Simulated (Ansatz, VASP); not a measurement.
# Mg in VASP and in Ansatz

```
Mg
1.0
     2.76395    0.00000    0.00000
    -1.38198    2.39365    0.00000
     0.00000    0.00000    2.64003
Mg
1
Cartesian
  0.0000 0.0000 0.0000
```

Change from the starting cell: volume scaled by 0.68, norm-conserving files.

Alike in both runs: task single point; functional PBE; k mesh 14 × 14 × 13; occupations fermi-dirac, width 0.1 eV; no spin polarisation.

|  | VASP | Ansatz |
| --- | --- | --- |
| version | VASP 6.6.1 | Ansatz 0.2.0 |
| potentials or method | VASP PAW PBE potentials, release 64 (Mg) | norm-conserving pseudopotentials, scalar-relativistic |
| plane-wave cutoff (eV) | 520 | 1143 |
| valence electrons in the cell | 2 | 10 |

```tsv
	VASP	Ansatz	Ansatz less VASP
pressure (GPa)	21.3	21.2	-0.07
```

The two sets of potentials don't hold the same shells in valence.

Caveats: so large a pressure means that the cell lies far from this level's equilibrium, or that cutoff or potentials fall short (VASP).
